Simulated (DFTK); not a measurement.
# Sb (R-3m) in DFTK: settings compared, part 2 of 3

DFTK 0.8.2. Earlier steps stand in the parts before.

**3. Band structure, PBE**

Contents of run.jl:

```julia
using DFTK
using PseudoPotentialData
using Unitful, UnitfulAtomic
using LinearAlgebra, Printf
include("save.jl")
disable_threading()

lines     = readlines("Sb.xyz")
cell_ang  = reshape(parse.(Float64, split(match(r"Lattice=\"([^\"]+)\"", lines[2])[1])), 3, 3)
lattice   = austrip(1u"Å") * cell_ang
symbols   = [Symbol(split(l)[1]) for l in lines[3:end]]
positions = [round.(cell_ang \ parse.(Float64, split(l)[2:4]); digits=9) for l in lines[3:end]]
pseudopotentials = PseudoFamily("cp2k.nc.sr.pbe.v0_1.semicore.gth")
elements = Dict(s => ElementPsp(s, pseudopotentials) for s in unique(symbols))
atoms    = [elements[s] for s in symbols]

build_model(lattice, positions; symmetries=true) =
    model_DFT(lattice, atoms, positions;
              functionals=PBE(),
              temperature=austrip(0.05u"eV"),
              smearing=Smearing.FermiDirac(),
              symmetries)
Ecut  = 27.0  # hartree
kgrid = [8, 8, 8]
tol   = 1e-6
to_GPa = ustrip(uconvert(u"GPa", 1u"hartree/bohr^3"))

model = build_model(lattice, positions)
basis = PlaneWaveBasis(model; Ecut, kgrid)
display(basis)
scfres = self_consistent_field(basis;
                               tol,
                               nbandsalg=AdaptiveBands(model; n_bands_converge=10))
display(scfres.energies)
@printf "Fermi level: %.6f eV\n" ustrip(auconvert(u"eV", something(scfres.εF, NaN)))
forces = compute_forces_cart(scfres)
println("Forces (eV/Å)")
for (s, f) in zip(symbols, forces)
    @printf "%-3s %12.6f %12.6f %12.6f\n" s ustrip.(auconvert.(u"eV/Å", f))...
end
stress = compute_stresses_cart(scfres)
println("Stress (GPa)")
display(round.(stress * to_GPa; digits=4))
println("Levels at the first k-point (eV): ", round.(ustrip.(auconvert.(u"eV", scfres.eigenvalues[1][1:scfres.n_bands_converge])); digits=4))
save_scf!(scfres; forces, stress)

points = Dict("G" => [0.0, 0.0, 0.0], "B" => [0.7603126357, 0.5, 0.2396873643], "B1" => [0.5, 0.2396873643, -0.2396873643], "F" => [0.5, 0.5, 0.0], "L" => [0.5, 0.0, 0.0], "P" => [0.7603126357, 0.3698436821, 0.3698436821], "P1" => [0.6301563179, 0.6301563179, 0.2396873643], "Q" => [0.6301563179, 0.3698436821, 0.0], "X" => [0.3698436821, 0.0, -0.3698436821], "Z" => [0.5, 0.5, 0.5])
segments = [("G", "L", 6), ("L", "B1", 5), ("B", "Z", 5), ("Z", "G", 6), ("G", "X", 8), ("Q", "F", 3), ("F", "P1", 3), ("P1", "Z", 5), ("L", "P", 4)]
kcoords = vcat([[points[a] + t * (points[b] - points[a]) for t in range(0, 1, n)] for (a, b, n) in segments]...)
bands = compute_bands(scfres, ExplicitKpoints(kcoords); n_bands=12, tol=1e-5)
for (k, ε) in zip(bands.basis.kpoints, bands.eigenvalues)
    @printf "%d %8.4f %8.4f %8.4f " k.spin k.coordinate...
    println(join([@sprintf("%9.4f", e) for e in ustrip.(auconvert.(u"eV", ε .- scfres.εF))]))
end
results["band_energies"] = rows(bands.eigenvalues); results["band_kpoints"] = rows(kcoords)
```

Contents of Sb.xyz:

```xyz
2
Lattice="2.1542000000 1.2437279499 3.7580000000 -2.1542000000 1.2437279499 3.7580000000 0.0000000000 -2.4874558998 3.7580000000" Properties=species:S:1:pos:R:3 pbc="T T T"
Sb     0.0000000000      0.0000000000      8.6416337400
Sb     0.0000000000      0.0000000000      2.6323662600
```

Potentials or basis: cp2k.nc.sr.pbe.v0_1.semicore.gth (PBE, GTH).

Started as:

```console
> julia --threads=1 run.jl  # save.jl only writes the numbers to a file and isn't shown; printed stress counts tension as positive; times include loading and compiling
```

The log of the run:

```text
PlaneWaveBasis discretization:

    Ecut                 : 27.0 Ha
    fft_size             : (45, 45, 45), 91125 total points
    kgrid                : MonkhorstPack([8, 8, 8])
    num.   red. kpoints  : 512
    num. irred. kpoints  : 65

    Discretized Model(gga_x_pbe+gga_c_pbe, 3D):
        lattice (in Bohr)    : [4.07085   , -4.07085  , 0         ]
                               [2.35031   , 2.35031   , -4.70061  ]
                               [7.10159   , 7.10159   , 7.10159   ]
        unit cell volume     : 407.68 Bohr³

        atoms                : Sb₂
        pseudopot. family    : PseudoFamily("cp2k.nc.sr.pbe.v0_1.semicore.gth")

        num. electrons       : 10
        spin polarization    : none
        temperature          : 0.0018375 Ha
        smearing             : DFTK.Smearing.FermiDirac()

        terms                : Kinetic()
                               AtomicLocal()
                               AtomicNonlocal()
                               Ewald(nothing)
                               PspCorrection()
                               Hartree()
                               Xc(gga_x_pbe, gga_c_pbe)
                               Entropy()
n     Energy            log10(ΔE)   log10(Δρ)   Diag   Δtime
---   ---------------   ---------   ---------   ----   ------
  1   -11.07269900237                   -0.68    4.9    34.6s
  2   -11.07752164290       -2.32       -1.20    1.0    12.2s
  3   -11.07810801115       -3.23       -2.01    2.4    20.3s
  4   -11.07812530457       -4.76       -2.90    1.6    13.5s
  5   -11.07812703252       -5.76       -3.38    3.0    22.4s
  6   -11.07812711842       -7.07       -4.00    1.8    17.3s
  7   -11.07812712217       -8.43       -4.68    2.4    18.6s
  8   -11.07812712266       -9.31       -5.16    2.4    23.9s
  9   -11.07812712267      -11.22       -5.61    1.8    18.0s
 10   -11.07812712267      -11.70       -6.70    2.2    18.6s
Energy breakdown (in Ha):
    Kinetic             3.5108784
    AtomicLocal         -2.3186081
    AtomicNonlocal      0.2872991
    Ewald               -11.9838317
    PspCorrection       1.7946463
    Hartree             0.4386698
    Xc                  -2.8070675
    Entropy             -0.0001136

    total               -11.078127122670
Fermi level: 2.077646 eV
Forces (eV/Å)
Sb     -0.000000     0.000000    -0.220103
Sb     -0.000000    -0.000000     0.220103
Stress (GPa)
3×3 StaticArraysCore.SMatrix{3, 3, Float64, 9} with indices SOneTo(3)×SOneTo(3):
 -3.3294   0.0      0.0
  0.0     -3.3294   0.0
  0.0     -0.0     -2.7536
Levels at the first k-point (eV): [-10.7373, -2.8407, -0.0544, 0.2132, 0.2132, 4.0857, 4.728, 4.728, 7.1439, 7.1439]
1   0.0000   0.0000   0.0000  -12.8150  -4.9183  -2.1321  -1.8644  -1.8644   2.0080   2.6503   2.6503   5.0662   5.0662   5.2421   6.7845
1   0.1000   0.0000   0.0000  -12.7045  -5.4010  -2.0979  -1.8951  -1.6980   1.9654   2.3514   2.3805   4.6379   5.0123   5.0958   7.5326
1   0.2000   0.0000   0.0000  -12.3752  -6.4740  -2.1002  -1.9612  -1.3455   1.5257   1.6917   1.7308   4.6437   5.1632   5.6076   9.1395
1   0.3000   0.0000   0.0000  -11.8342  -7.7148  -2.0654  -2.0151  -1.0309   0.8346   0.9174   1.0545   5.3545   6.0658   6.6415  10.6854
1   0.4000   0.0000   0.0000  -11.1047  -8.9152  -2.0347  -1.9762  -0.7266   0.1739   0.3230   0.5726   6.4859   7.5163   8.0559   9.7389
1   0.5000   0.0000   0.0000  -10.4535  -9.7307  -2.0358  -1.9191  -0.3881  -0.3000   0.0880   0.3978   7.6904   8.3229   9.2387   9.3265
1   0.5000   0.0000   0.0000  -10.4535  -9.7307  -2.0358  -1.9191  -0.3881  -0.3000   0.0880   0.3978   7.6904   8.3229   9.2387   9.3265
1   0.5000   0.0599  -0.0599  -10.3531  -9.6958  -3.0592  -1.8006  -1.6435   0.1139   0.9378   1.7808   7.3502   7.8981   8.4665   8.5866
1   0.5000   0.1198  -0.1198  -10.0624  -9.6325  -4.2654  -3.0539  -1.5608   0.2911   2.8767   3.3861   6.2444   6.5757   8.9553   9.0933
1   0.5000   0.1798  -0.1798   -9.6659  -9.6228  -5.0038  -4.2028  -1.2111   0.5044   4.5423   4.6446   5.5419   5.6134   9.7553  10.4646
1   0.5000   0.2397  -0.2397   -9.9223  -9.1436  -5.0876  -4.9462  -0.8371   0.6064   4.5639   4.6309   5.9555   6.1231  10.6026  10.7204
1   0.7603   0.5000   0.2397   -9.9223  -9.1436  -5.0876  -4.9462  -0.8371   0.6064   4.5639   4.6309   5.9555   6.1231  10.6026  10.7204
1   0.6952   0.5000   0.3048  -10.3894  -8.8282  -5.0317  -4.4905  -0.5453   0.4662   4.3559   4.4842   6.0009   6.0026  10.0962  10.8905
1   0.6302   0.5000   0.3698  -10.8497  -8.8613  -4.2350  -3.4064  -0.4427   0.1777   3.3027   3.8292   5.6538   6.3914   9.5897   9.6573
1   0.5651   0.5000   0.4349  -11.1643  -9.0142  -2.8185  -2.1143  -0.3643  -0.0791   1.2875   2.2708   6.4134   7.6528   8.9196   9.2081
1   0.5000   0.5000   0.5000  -11.2744  -9.0839  -1.4107  -1.4107  -0.5577   0.0348   0.0348   1.0183   7.0670   8.9224   8.9224   9.3840
1   0.5000   0.5000   0.5000  -11.2744  -9.0839  -1.4107  -1.4107  -0.5577   0.0348   0.0348   1.0183   7.0670   8.9224   8.9224   9.3840
1   0.4000   0.4000   0.4000  -11.5501  -8.6473  -1.5025  -1.5025  -0.6185   0.2728   0.2728   1.1436   6.3517   7.7024   7.7024  10.1398
1   0.3000   0.3000   0.3000  -12.0398  -7.6897  -1.6626  -1.6626  -0.8070   0.8527   0.8527   1.4479   5.3584   6.5353   6.5353  10.3351
1   0.2000   0.2000   0.2000  -12.4580  -6.5511  -1.7828  -1.7828  -1.1811   1.5979   1.5979   1.7631   4.8308   5.6779   5.6779   8.6150
1   0.1000   0.1000   0.1000  -12.7243  -5.4636  -1.8460  -1.8460  -1.7568   1.9494   2.3175   2.3175   4.9531   5.1902   5.1902   7.3267
1   0.0000   0.0000   0.0000  -12.8150  -4.9183  -2.1321  -1.8644  -1.8644   2.0080   2.6503   2.6503   5.0662   5.0662   5.2421   6.7845
1   0.0000   0.0000   0.0000  -12.8150  -4.9183  -2.1321  -1.8644  -1.8644   2.0080   2.6503   2.6503   5.0662   5.0662   5.2421   6.7845
1   0.0528   0.0000  -0.0528  -12.7309  -5.2755  -2.1583  -1.9069  -1.6899   1.9687   2.2672   2.6264   4.6337   4.9874   5.2358   7.1409
1   0.1057   0.0000  -0.1057  -12.4804  -6.0906  -2.5449  -1.7055  -1.3460   1.4262   1.4704   2.7454   4.2319   5.2110   5.8982   7.4426
1   0.1585   0.0000  -0.1585  -12.0682  -7.0352  -3.1628  -1.3721  -1.1118   0.5745   0.7904   3.1318   4.2454   5.6487   7.3625   7.8352
1   0.2113   0.0000  -0.2113  -11.5046  -7.9474  -3.8469  -1.3959  -1.3358   0.2665   0.7299   3.6831   4.6248   6.2103   8.3006   9.3197
1   0.2642   0.0000  -0.2642  -10.8096  -8.7539  -4.4920  -2.0671  -1.8691   0.8236   1.2967   4.3571   5.2906   6.9033   7.7625   9.4138
1   0.3170   0.0000  -0.3170  -10.0215  -9.4198  -5.0268  -2.7328  -2.4922   1.7573   2.1381   5.1054   5.7016   6.2837   7.7194  10.1003
1   0.3698   0.0000  -0.3698   -9.9272  -9.2157  -5.3964  -3.2680  -3.0290   2.7275   3.1143   4.0904   5.8446   7.3442   8.6490  10.9426
1   0.6302   0.3698   0.0000   -9.9272  -9.2157  -5.3964  -3.2680  -3.0290   2.7275   3.1143   4.0904   5.8446   7.3442   8.6490  10.9426
1   0.5651   0.4349   0.0000  -10.3213  -8.4083  -5.5646  -3.6935  -3.5260   2.0305   4.2945   4.6153   6.5481   8.9425   9.9418  10.1061
1   0.5000   0.5000   0.0000  -10.4534  -8.1005  -5.5355  -3.8376  -3.7419   1.4310   4.8804   5.4743   6.8060   9.0098  10.3288  10.5794
1   0.5000   0.5000   0.0000  -10.4534  -8.1005  -5.5355  -3.8376  -3.7419   1.4310   4.8804   5.4743   6.8060   9.0098  10.3288  10.5794
1   0.5651   0.5651   0.1198  -10.3938  -8.3339  -5.5677  -3.6309  -3.5062   1.7393   4.2659   5.0868   6.5599   9.2273   9.7265  10.1891
1   0.6302   0.6302   0.2397  -10.2974  -8.8203  -5.4471  -3.3036  -2.8221   2.3775   3.0945   4.5550   5.9322   7.8840   8.7540  10.9778
1   0.6302   0.6302   0.2397  -10.2974  -8.8203  -5.4471  -3.3036  -2.8221   2.3775   3.0945   4.5550   5.9322   7.8840   8.7540  10.9778
1   0.5976   0.5976   0.3048  -10.5994  -8.8045  -5.0939  -2.9618  -2.2856   2.4024   2.5003   4.7687   5.2639   7.5118   8.0930  10.4146
1   0.5651   0.5651   0.3698  -10.9526  -8.9022  -4.0632  -2.4482  -1.5954   1.4947   1.8352   3.7458   5.5414   7.4891   8.0135  10.3879
1   0.5325   0.5325   0.4349  -11.1916  -9.0308  -2.6408  -1.8224  -0.7593   0.5610   0.6507   2.0793   6.5244   8.0859   8.3920   9.5674
1   0.5000   0.5000   0.5000  -11.2744  -9.0839  -1.4107  -1.4107  -0.5577   0.0348   0.0348   1.0183   7.0670   8.9224   8.9224   9.3840
1   0.5000   0.0000   0.0000  -10.4535  -9.7307  -2.0358  -1.9191  -0.3881  -0.3000   0.0880   0.3978   7.6904   8.3229   9.2387   9.3265
1   0.5868   0.1233   0.1233  -10.3953  -9.6193  -3.1717  -2.3613  -1.3883   0.8593   0.9180   1.6485   6.2095   8.1837   8.9445  10.2672
1   0.6735   0.2466   0.2466  -10.2772  -9.3020  -4.6365  -2.9012  -2.2183   1.9911   1.9921   4.0290   4.8918   7.6706   8.5592  11.0947
1   0.7603   0.3698   0.3698  -10.2974  -8.8203  -5.4471  -3.3036  -2.8221   2.3775   3.0945   4.5550   5.9322   7.8840   8.7540  10.9778
```

Wall time 5.4 min (1 thread of Intel Xeon at 2.50GHz (Skylake/Cascade Lake), shared host); peak memory 2.1 GiB.

What came out:

```
Free energy            : -301.4512 eV
Pressure               : 3.1 GPa
Largest force          : 0.220 eV/Å
Band gap on the k mesh : none (metal or under the smearing width)
```

Forces in eV/Å, atoms in the order of the input:
```
Sb   0.000  0.000 -0.220
Sb   0.000  0.000  0.220
```

Stress tensor (GPa, compression positive):
```
3.33 0.00 0.00
0.00 3.33 0.00
0.00 0.00 2.75
```

Levels at the corners of the path, in eV from the Fermi level:
```csv
point,band 3,band 4,band 5,band 6,band 7,band 8
Γ,-2.13,-1.86,-1.86,2.01,2.65,2.65
L,-2.04,-1.92,-0.39,-0.30,0.09,0.40
B1,-5.09,-4.95,-0.84,0.61,4.56,4.63
B,-5.09,-4.95,-0.84,0.61,4.56,4.63
Z,-1.41,-1.41,-0.56,0.03,0.03,1.02
Γ,-2.13,-1.86,-1.86,2.01,2.65,2.65
X,-5.40,-3.27,-3.03,2.73,3.11,4.09
Q,-5.40,-3.27,-3.03,2.73,3.11,4.09
F,-5.54,-3.84,-3.74,1.43,4.88,5.47
P1,-5.45,-3.30,-2.82,2.38,3.09,4.55
Z,-1.41,-1.41,-0.56,0.03,0.03,1.02
L,-2.04,-1.92,-0.39,-0.30,0.09,0.40
P,-5.45,-3.30,-2.82,2.38,3.09,4.55
```

Caveat: GTH potentials come without recommended cutoffs, and this one wasn't checked for convergence; spin-orbit coupling is left out, which moves the levels of the heavy elements.

(Part 2 of 3 ends here.)
